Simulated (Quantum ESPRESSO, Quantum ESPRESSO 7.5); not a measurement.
**2H-WS2, 1 layer: solver and mixing choices**

Which eigensolver and mixing suits 2H-WS2, 1 layer? The physics should not care; the clock does.

Main program and level: Quantum ESPRESSO 7.5; plane-wave DFT, PBE, PseudoDojo norm-conserving pseudopotentials.

## Step 1: The starting structure

The cell holds 3 atoms: 2 S and 1 W. Cell: a = 3.180 Å, b = 3.180 Å, c = 20.476 Å, α = 90.0°, β = 90.0°, γ = 120.0°. It derives from WS2. Vacuum lies along c.

Coordinates:

```cif
data_structure
_symmetry_space_group_name_H-M 'P 1'
_symmetry_Int_Tables_number 1
_cell_length_a 3.1800
_cell_length_b 3.1800
_cell_length_c 20.4756
_cell_angle_alpha 90.000
_cell_angle_beta 90.000
_cell_angle_gamma 120.000
_cell_volume 179.32
loop_
_atom_site_label
_atom_site_type_symbol
_atom_site_fract_x
_atom_site_fract_y
_atom_site_fract_z
_atom_site_occupancy
S1 S 0.33333 0.66667 0.91513 1
W2 W 0.00000 0.00000 0.00000 1
S3 S 0.33333 0.66667 0.08487 1
```

## Step 2: Self-consistent run: david, local-TF mixing, beta 0.4, history 8

The first run is the reference of the series.

File c0.in:

```
&control
  prefix = 'c0'
  outdir = './out'
  pseudo_dir = './pseudo'
  calculation = 'scf'
  tprnfor = .true.
/
&system
  ibrav = 0
  nat = 3
  ntyp = 2
  ecutwfc = 62
  ecutrho = 248
  occupations = 'smearing'
  smearing = 'fd'
  degauss = 0.004
  assume_isolated = 'esm'
  esm_bc = 'bc1'
/
&electrons
  conv_thr = 1e-07
  mixing_beta = 0.4
  electron_maxstep = 80
  mixing_mode = 'local-TF'
  diagonalization = 'david'
  mixing_ndim = 8
/
ATOMIC_SPECIES
  S   32.0600  S.dojo-sr-pbe-0.4.1-standard.upf
  W   183.8400  W.dojo-sr-pbe-0.4.1-standard.upf
CELL_PARAMETERS angstrom
  3.18000000000000 0.00000000000000 0.00000000000000
  -1.59000000000000 2.75396078403451 0.00000000000000
  0.00000000000000 0.00000000000000 20.47562023241895
ATOMIC_POSITIONS crystal
  S   0.333333333333 0.666666666667 -0.084872159988
  W   0.000000000000 0.000000000000 0.000000000000
  S   0.333333333333 0.666666666667 0.084872159988
K_POINTS automatic
  12 12 1 0 0 0
```

The run is started by

```sh
> OMP_NUM_THREADS=1 mpirun -n 4 pw.x -nk 4 -in c0.in > c0.out
```

Log:

```text
Program PWSCF v.7.5 starts
[citation notice left out]

     Parallel version (MPI & OpenMP), running on       4 processor cores
     Number of MPI processes:                 4
     Threads/MPI process:                     1

     MPI processes distributed on     1 nodes
[...]
Current dimensions of program PWSCF are:
     Max number of different atomic species (ntypx) = 10
     Max number of k-points (npk) =  40000
     Max angular momentum in pseudopotentials (lmaxx) =  4
     Message from routine setup:
     using ibrav=0 with symmetry is DISCOURAGED, use correct ibrav instead

     K-points division:     npool     =       4
     Subspace diagonalization in iterative solution of the eigenvalue problem:
     a serial algorithm will be used

     G-vector sticks info
     --------------------
     sticks:   dense  smooth     PW     G-vecs:    dense   smooth      PW
     Sum         613     613    187                79525    79525   12891

     Using Slab Decomposition

     bravais-lattice index     =            0
     lattice parameter (alat)  =       6.0093  a.u.
     unit-cell volume          =    1210.0924 (a.u.)^3
     number of atoms/cell      =            3
     number of atomic types    =            2
     number of electrons       =        26.00
     number of Kohn-Sham states=           17
     kinetic-energy cutoff     =      62.0000  Ry
     charge density cutoff     =     248.0000  Ry
     scf convergence threshold =      1.0E-07
     mixing beta               =       0.4000
     number of iterations used =            8  local-TF  mixing
     Exchange-correlation= PBE
                           (   1   4   3   4   0   0   0)

     Effective Screening Medium Method
     =================================
     Boundary Conditions: Vacuum-Slab-Vacuum
     total charge in unit cell        =   0.0000
     grid points for fit at edges     =        4

     celldm(1)=   6.009329  celldm(2)=   0.000000  celldm(3)=   0.000000
     celldm(4)=   0.000000  celldm(5)=   0.000000  celldm(6)=   0.000000

     crystal axes: (cart. coord. in units of alat)
               a(1) = (   1.000000   0.000000   0.000000 )
               a(2) = (  -0.500000   0.866025   0.000000 )
               a(3) = (   0.000000   0.000000   6.438874 )

     reciprocal axes: (cart. coord. in units 2 pi/alat)
               b(1) = (  1.000000  0.577350 -0.000000 )
               b(2) = (  0.000000  1.154701  0.000000 )
               b(3) = (  0.000000 -0.000000  0.155307 )

     PseudoPot. # 1 for S  read from file:
     ./pseudo/S.dojo-sr-pbe-0.4.1-standard.upf
     Pseudo is Norm-conserving + core correction, Zval =  6.0
     Generated using ONCVPSP code by D. R. Hamann
     Using radial grid of 1146 points,  6 beta functions with:
                l(1) =   0
                l(2) =   0
                l(3) =   1
                l(4) =   1
                l(5) =   2
                l(6) =   2

     PseudoPot. # 2 for W  read from file:
     ./pseudo/W.dojo-sr-pbe-0.4.1-standard.upf
     Pseudo is Norm-conserving + core correction, Zval = 14.0
     Generated using ONCVPSP code by D. R. Hamann
     Using radial grid of 1396 points,  8 beta functions with:
                l(1) =   0
                l(2) =   0
                l(3) =   1
                l(4) =   1
                l(5) =   2
                l(6) =   2
                l(7) =   3
                l(8) =   3

     atomic species   valence    mass     pseudopotential
     S                 6.00    32.06000     S ( 1.00)
     W                14.00   183.84000     W ( 1.00)

     12 Sym. Ops. (no inversion) found

   Cartesian axes

     site n.     atom                  positions (alat units)
         1        S      tau(   1) = (  -0.0000000   0.5773503  -0.5464812  )
         2        W      tau(   2) = (   0.0000000   0.0000000   0.0000000  )
         3        S      tau(   3) = (  -0.0000000   0.5773503   0.5464812  )

     number of k points=    19  Fermi-Dirac smearing, width (Ry)=  0.0040
                       cart. coord. in units 2pi/alat
        k(    1) = (   0.0000000   0.0000000   0.0000000), wk =   0.0138889
        k(    2) = (   0.0000000   0.0962250   0.0000000), wk =   0.0833333
        k(    3) = (   0.0000000   0.1924501   0.0000000), wk =   0.0833333
        k(    4) = (   0.0000000   0.2886751   0.0000000), wk =   0.0833333
        k(    5) = (   0.0000000   0.3849002   0.0000000), wk =   0.0833333
        k(    6) = (   0.0000000   0.4811252   0.0000000), wk =   0.0833333
        k(    7) = (   0.0000000  -0.5773503   0.0000000), wk =   0.0416667
        k(    8) = (   0.0833333   0.1443376   0.0000000), wk =   0.0833333
        k(    9) = (   0.0833333   0.2405626   0.0000000), wk =   0.1666667
        k(   10) = (   0.0833333   0.3367877   0.0000000), wk =   0.1666667
[...]
k(   19) = (   0.3333333   0.5773503   0.0000000), wk =   0.0277778

     Dense  grid:    79525 G-vectors     FFT dimensions: (  32,  32, 200)

     Estimated max dynamical RAM per process >     115.83 MB

     Estimated total dynamical RAM >     405.06 MB

     Initial potential from superposition of free atoms

     starting charge      25.9994, renormalised to      26.0000

     negative rho (up, down):  5.795E-05 0.000E+00
     Starting wfcs are   18 randomized atomic wfcs

     total cpu time spent up to now is        0.7 secs

     per-process dynamical memory:    68.7 Mb

     Self-consistent Calculation

     iteration #  1     ecut=    62.00 Ry     beta= 0.40
     Davidson diagonalization with overlap
     ethr =  1.00E-02,  avg # of iterations =  2.0

     Threshold (ethr) on eigenvalues was too large:
     Diagonalizing with lowered threshold

     Davidson diagonalization with overlap
     ethr =  6.49E-04,  avg # of iterations =  7.4

     negative rho (up, down):  1.024E-07 0.000E+00

     total cpu time spent up to now is        3.8 secs

     total energy              =    -195.98423494 Ry
     estimated scf accuracy    <       0.09631947 Ry

     iteration #  2     ecut=    62.00 Ry     beta= 0.40
[...]
total energy              =    -195.98459605 Ry
     estimated scf accuracy    <       0.03125021 Ry

     iteration #  3     ecut=    62.00 Ry     beta= 0.40
[...]
total energy              =    -196.00488619 Ry
     estimated scf accuracy    <       0.02042118 Ry

     iteration #  4     ecut=    62.00 Ry     beta= 0.40
[...]
total energy              =    -195.99798770 Ry
     estimated scf accuracy    <       0.05165399 Ry

     iteration #  5     ecut=    62.00 Ry     beta= 0.40
[...]
total energy              =    -196.00026740 Ry
     estimated scf accuracy    <       0.01325747 Ry

     iteration #  6     ecut=    62.00 Ry     beta= 0.40
[...]
total energy              =    -196.00039046 Ry
     estimated scf accuracy    <       0.01244394 Ry

     iteration #  7     ecut=    62.00 Ry     beta= 0.40
[...]
total energy              =    -195.99768301 Ry
     estimated scf accuracy    <       0.00939040 Ry

     iteration #  8     ecut=    62.00 Ry     beta= 0.40
[...]
total energy              =    -196.00064194 Ry
     estimated scf accuracy    <       0.00068567 Ry

     iteration #  9     ecut=    62.00 Ry     beta= 0.40
[...]
total energy              =    -196.00237281 Ry
     estimated scf accuracy    <       0.00060894 Ry

     iteration # 10     ecut=    62.00 Ry     beta= 0.40
[...]
negative rho (up, down):  3.292E-04 0.000E+00

[...]
total energy              =    -196.00337053 Ry
     estimated scf accuracy    <       0.00759022 Ry

     iteration # 11     ecut=    62.00 Ry     beta= 0.40
[...]
negative rho (up, down):  1.809E-04 0.000E+00

[...]
total energy              =    -196.00293127 Ry
     estimated scf accuracy    <       0.00587126 Ry

     iteration # 12     ecut=    62.00 Ry     beta= 0.40
[...]
negative rho (up, down):  4.527E-04 0.000E+00

[...]
total energy              =    -196.00053728 Ry
     estimated scf accuracy    <       0.00457519 Ry

     iteration # 13     ecut=    62.00 Ry     beta= 0.40
[...]
negative rho (up, down):  6.042E-04 0.000E+00

[...]
total energy              =    -196.00187354 Ry
     estimated scf accuracy    <       0.00033013 Ry

     iteration # 14     ecut=    62.00 Ry     beta= 0.40
[...]
negative rho (up, down):  3.091E-04 0.000E+00

[...]
total energy              =    -196.00149632 Ry
     estimated scf accuracy    <       0.00046585 Ry

[...]
iteration # 17     ecut=    62.00 Ry     beta= 0.40
[...]
negative rho (up, down):  7.257E-05 0.000E+00

[...]
total energy              =    -196.00140115 Ry
     estimated scf accuracy    <       0.00009843 Ry

     iteration # 18     ecut=    62.00 Ry     beta= 0.40
[...]
negative rho (up, down):  1.024E-05 0.000E+00

[...]
total energy              =    -196.00141710 Ry
     estimated scf accuracy    <       0.00000217 Ry

     iteration # 19     ecut=    62.00 Ry     beta= 0.40
[...]
negative rho (up, down):  5.614E-06 0.000E+00

[...]
total energy              =    -196.00141816 Ry
     estimated scf accuracy    <       0.00000452 Ry

     iteration # 20     ecut=    62.00 Ry     beta= 0.40
[...]
negative rho (up, down):  2.891E-06 0.000E+00

[...]
total energy              =    -196.00140604 Ry
     estimated scf accuracy    <       0.00000223 Ry

     iteration # 21     ecut=    62.00 Ry     beta= 0.40
[...]
negative rho (up, down):  1.482E-07 0.000E+00

[...]
total energy              =    -196.00140661 Ry
     estimated scf accuracy    <       0.00000048 Ry

     iteration # 22     ecut=    62.00 Ry     beta= 0.40
[...]
total energy              =    -196.00140406 Ry
     estimated scf accuracy    <       0.00000033 Ry

     iteration # 23     ecut=    62.00 Ry     beta= 0.40
[...]
total energy              =    -196.00140399 Ry
     estimated scf accuracy    <       0.00000018 Ry

     iteration # 24     ecut=    62.00 Ry     beta= 0.40
[...]
End of self-consistent calculation

          k = 0.0000 0.0000 0.0000 ( 10015 PWs)   bands (ev):

   -79.8462 -44.0181 -43.8271 -43.8271 -19.7759 -18.6899 -11.7034  -8.0774
    -7.5661  -7.5661  -6.5020  -6.5020  -6.2293  -3.0407  -3.0407  -2.8080
    -2.8080

          k = 0.0000 0.0962 0.0000 ( 10003 PWs)   bands (ev):

   -79.8452 -44.0146 -43.8479 -43.8320 -19.6688 -18.6335 -11.5569  -8.2122
    -7.8848  -7.4613  -6.6802  -6.6165  -6.2288  -3.3523  -3.1196  -2.9277
    -2.6456

          k = 0.0000 0.1925 0.0000 ( 10021 PWs)   bands (ev):

   -79.8423 -44.0051 -43.9044 -43.8455 -19.3622 -18.4720 -11.1529  -8.6493
    -8.5791  -7.1814  -7.0931  -6.9986  -6.3145  -3.8226  -3.2752  -2.9760
    -2.2960

          k = 0.0000 0.2887 0.0000 ( 10045 PWs)   bands (ev):

   -79.8383 -43.9922 -43.9807 -43.8638 -18.9011 -18.2312 -10.6507  -9.5125
    -9.1424  -7.5489  -7.4859  -6.8319  -6.6009  -3.8954  -3.3307  -2.7393
    -1.9707

          k = 0.0000 0.3849 0.0000 (  9987 PWs)   bands (ev):

   -79.8344 -44.0560 -43.9792 -43.8820 -18.3704 -17.9605 -10.7506  -9.8079
    -9.8024  -7.9292  -7.8283  -6.8259  -6.5580  -3.5255  -3.1494  -2.3847
    -1.7639

          k = 0.0000 0.4811 0.0000 (  9967 PWs)   bands (ev):

   -79.8315 -44.1106 -43.9696 -43.8953 -17.9132 -17.7372 -11.3514 -10.3459
    -9.6662  -8.1751  -7.9988  -6.7150  -6.4269  -2.9616  -2.8102  -2.1212
    -1.6663

[...]
the Fermi energy is    -4.8739 ev

!    total energy              =    -196.00140379 Ry
     estimated scf accuracy    <       0.00000006 Ry
     smearing contrib. (-TS)   =      -0.00000002 Ry
     internal energy E=F+TS    =    -196.00140378 Ry

     The total energy is F=E-TS. E is the sum of the following terms:
     one-electron contribution =     724.96806349 Ry
     hartree contribution      =    -367.74405498 Ry
     xc contribution           =     -45.63661799 Ry
     ewald contribution        =    -507.58879429 Ry

     convergence has been achieved in  24 iterations

     Forces acting on atoms (cartesian axes, Ry/au):

     atom    1 type  1   force =     0.00000000    0.00000000    0.10002343
     atom    2 type  2   force =     0.00000000    0.00000000    0.00000000
     atom    3 type  1   force =     0.00000000    0.00000000   -0.10002343

     Total force =     0.141454     Total SCF correction =     0.000798

[...]
=------------------------------------------------------------------------------=
   JOB DONE.
=------------------------------------------------------------------------------=
[...]
```

Elapsed: 45 s, on 4 MPI ranks of Arm Neoverse V2, shared host; peak memory 0.45 GiB; 3 min of CPU time.

Numbers from this step:

- free energy: -2666.7350 eV
- Fermi energy: -4.874 eV
- valence top, on the run's zero: -5.546 eV
- conduction bottom, on the run's zero: -4.136 eV
- gap by band count: 1.411 eV
- vacuum line at the lower end of the cell, over the valence top: 5.546 eV
- vacuum line at the upper end of the cell, over the valence top: 5.546 eV

Electrostatic potential energy of an electron; zero at the highest filled level of the SCF mesh. Table of potential energy, planar mean by z:

z (Å), potential energy, planar mean (eV) and a bar from the least value:
```
    -10.0        5.5 ##############################
     -9.5        5.5 ##############################
     -9.0        5.5 ##############################
     -8.5        5.5 ##############################
     -8.0        5.5 ##############################
     -7.5        5.5 ##############################
     -7.0        5.5 ##############################
     -6.5        5.5 ##############################
     -6.0        5.5 ##############################
     -5.5        5.5 ##############################
     -5.0        5.5 ##############################
     -4.5        5.5 ##############################
     -4.0        5.5 ##############################
     -3.5        5.4 ##############################
     -3.0        4.6 #############################
     -2.5        1.0 ###########################
     -2.0      -10.0 ###################
     -1.5      -11.0 ##################
     -1.0       -3.8 #######################
     -0.5      -14.2 ################
      0.0      -36.5 
      0.5      -14.2 ################
      1.0       -3.8 #######################
      1.5      -11.0 ##################
      2.0      -10.0 ###################
      2.5        1.0 ###########################
      3.0        4.6 #############################
      3.5        5.4 ##############################
      4.0        5.5 ##############################
      4.5        5.5 ##############################
      5.0        5.5 ##############################
      5.5        5.5 ##############################
      6.0        5.5 ##############################
      6.5        5.5 ##############################
      7.0        5.5 ##############################
      7.5        5.5 ##############################
      8.0        5.5 ##############################
      8.5        5.5 ##############################
      9.0        5.5 ##############################
      9.5        5.5 ##############################
     10.0        5.5 ##############################
```

The program's own clock; routines nest. Time by routine:

| routine | wall time (s) | calls |
| --- | --- | --- |
| PWSCF | 44.36 | 1 |
| electrons | 43.38 | 1 |
| c_bands | 27.65 | 25 |
| cegterg | 22.81 | 125 |
| h_psi | 19.03 | 745 |
| fftw | 15.73 | 15369 |
| vloc_psi | 15.23 | 745 |
| mix_rho | 10.71 | 25 |
| ffts | 6.79 | 2448 |
| sum_band | 3.28 | 25 |
| add_vuspsi | 1.91 | 745 |
| calbec | 1.89 | 765 |
| h_psi:calbec | 1.81 | 745 |
| v_of_rho | 1.53 | 25 |

The vacuum levels are read from the outermost 0.7 Å of the cell on either side.

The run needed 24 iterations to bring the estimated error under 1e-07 Ry; the largest force on any atom, held or free, is 2.57 eV/Å, so this geometry is far from relaxed and its levels are not those of the real material.

Inside the slab this potential holds the local part of the pseudopotentials, which can be repulsive at the nuclei; only its value in the vacuum has a meaning of its own.

## Step 3: Self-consistent run: david, plain mixing, beta 0.4, history 8

c1.in, as its differences from the input of step 2:

```diff
@@ -1,3 +1,3 @@
 &control
-  prefix = 'c0'
+  prefix = 'c1'
   outdir = './out'
@@ -23,3 +23,3 @@
   electron_maxstep = 80
-  mixing_mode = 'local-TF'
+  mixing_mode = 'plain'
   diagonalization = 'david'
```

The run is started by

```sh
> OMP_NUM_THREADS=1 mpirun -n 4 pw.x -nk 4 -in c1.in > c1.out
```

Log:

```text
[banner, memory and clock lines left out]
Program PWSCF v.7.5 starts
[...]
Message from routine setup:
[...]
number of electrons       =        26.00
     number of Kohn-Sham states=           17
     kinetic-energy cutoff     =      62.0000  Ry
     charge density cutoff     =     248.0000  Ry
[...]
number of k points=    19  Fermi-Dirac smearing, width (Ry)=  0.0040
[...]
Dense  grid:    79525 G-vectors     FFT dimensions: (  32,  32, 200)
[...]
negative rho (up, down):  5.795E-05 0.000E+00
     Starting wfcs are   18 randomized atomic wfcs
[...]
negative rho (up, down):  2.684E-08 0.000E+00
[...]
estimated scf accuracy    <       0.09631947 Ry
[...]
estimated scf accuracy    <       0.15272755 Ry
[...]
estimated scf accuracy    <       0.01107523 Ry
[...]
estimated scf accuracy    <       0.01070381 Ry
[...]
negative rho (up, down):  1.918E-04 0.000E+00
[...]
estimated scf accuracy    <       0.00190666 Ry
[...]
estimated scf accuracy    <       0.02657798 Ry
[...]
estimated scf accuracy    <       0.00052385 Ry
[...]
estimated scf accuracy    <       0.00017985 Ry
[...]
estimated scf accuracy    <       0.00022744 Ry
[...]
estimated scf accuracy    <       0.00012006 Ry
[...]
estimated scf accuracy    <       0.00000166 Ry
[...]
estimated scf accuracy    <       0.00001414 Ry
[...]
estimated scf accuracy    <       0.00001218 Ry
[...]
estimated scf accuracy    <       0.00000236 Ry
[...]
estimated scf accuracy    <       0.00000032 Ry
[...]
estimated scf accuracy    <       0.00000012 Ry
[...]
estimated scf accuracy    <       0.00000033 Ry
[...]
estimated scf accuracy    <       0.00000058 Ry
[...]
estimated scf accuracy    <       0.00000055 Ry
[...]
estimated scf accuracy    <       0.00000072 Ry
[...]
the Fermi energy is    -4.8728 ev
!    total energy              =    -196.00140380 Ry
     estimated scf accuracy    <       0.00000007 Ry
     smearing contrib. (-TS)   =      -0.00000002 Ry
     internal energy E=F+TS    =    -196.00140379 Ry
[...]
one-electron contribution =     724.97730695 Ry
     hartree contribution      =    -367.75327852 Ry
     xc contribution           =     -45.63663793 Ry
     ewald contribution        =    -507.58879429 Ry
     convergence has been achieved in  21 iterations
[...]
Total force =     0.141060     Total SCF correction =     0.000504
[...]
```

Wall time 35 s (4 MPI ranks); peak memory 0.46 GiB.

Read from the output:

| Quantity | Value |
| --- | --- |
| Fermi energy | -4.873 eV |
| valence top, on the run's zero | -5.545 eV |
| conduction bottom, on the run's zero | -4.135 eV |
| vacuum line at the lower end of the cell, over the valence top | 5.545 eV |
| vacuum line at the upper end of the cell, over the valence top | 5.545 eV |

The program's own clock; routines nest. Time by routine:

| routine | wall time (s) | calls |
| --- | --- | --- |
| PWSCF | 34.72 | 1 |
| electrons | 33.74 | 1 |
| c_bands | 29.17 | 22 |
| cegterg | 24.41 | 110 |
| h_psi | 20.13 | 759 |
| fftw | 16.23 | 15974 |
| vloc_psi | 16.13 | 759 |
| sum_band | 2.87 | 22 |
| add_vuspsi | 2.01 | 759 |
| calbec | 2 | 779 |
| h_psi:calbec | 1.92 | 759 |
| v_of_rho | 1.3 | 22 |
| init_us_2 | 0.78 | 230 |
| init_run | 0.66 | 1 |

Counted from each run's own zero (the valence top), the vacuum level differs from the first run's by -1 meV.

[end of part 1 of 3]

[Logs are printed without paths, hosts, clocks, repeated set-up lines and the standing remarks that a program may print on its own settings, such as how far it seeks lower states.]

[Hosts, paths, dates, database ids (printed as entryN), source tags and the programs' standing remarks are cut or masked in the printed files.]

[Maps of the electrostatic potential energy from Ansatz leave out the sawtooth potential of an applied field or a dipole correction, so their vacuum need not be flat; planar profiles and work functions include it.]
